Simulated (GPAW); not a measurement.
C, 2 atoms in the cell. It takes space group Fd-3m (No. 227, cubic). The conventional cell has a = 3.567 Å, b = 3.567 Å, c = 3.567 Å, α = 90.00°, β = 90.00°, γ = 90.00°. C (site symmetry -43m) has 4 C at 1.54 Å as nearest neighbours. This isn't the form of C at room conditions, which is graphite.

* Program: GPAW 26.7.0
* Task: single point
* Functional: PBE
* Potentials or basis: GPAW PAW data sets (gpaw-data 1.2.1)
* Cutoff: 700 eV
* Basis: pw
* k mesh: 10 × 10 × 10
* Occupations: fermi-dirac, width 0.05 eV
* Spin: no spin polarisation
* Maxiter: 80

Potentials or basis: GPAW PAW data sets (gpaw-data 1.2.1), pw.

Launch:

```console
$ OMP_NUM_THREADS=1 python run.py
```

Hardware: 1 thread of Arm Neoverse V2, with other jobs on the host.

Q: How long does it take, and how much memory?

A: It took 4.4 s on 1 thread of Arm Neoverse V2, with other jobs on the host, peak memory 0.13 GiB. Counts: scf iterations 8, plane waves 531, bands 11, k points 47.
